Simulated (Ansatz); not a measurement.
The system is MgS (Niningerite).

```xyz
2
Lattice="0.0000 2.6016 2.6016 2.6016 0.0000 2.6016 2.6016 2.6016 0.0000" Properties=species:S:1:pos:R:3 pbc="T T T"
S     2.6016    2.6016    2.6016
Mg    0.0000    0.0000    0.0000
```

Base run:

| Item | Value |
| --- | --- |
| Program | Ansatz 0.2.0 |
| Functional | HSE06 |
| Potentials or basis | Ansatz PAW |
| Cutoff | 420 eV (not typed: the program's choice for these potentials) |
| k mesh | 5 × 5 × 5 |
| Occupations | fermi-dirac, width 0.05 eV |
| Spin | no spin polarisation |

Its results: pressure -0.3 GPa.

Task: The run is repeated on the same cell with these changes: functional from HSE06 to r2SCAN50; cutoff from 420 eV (not typed: the program's choice for these potentials) to 500 eV (not typed: the program's choice for these potentials). What comes out?

Result: Pressure -1.6 GPa.

Caveats: the PAW data sets come from PBE, with cores solved anew for the run's functional, which leaves a small shift of forces and pressure; the thresholds are loose for stress.
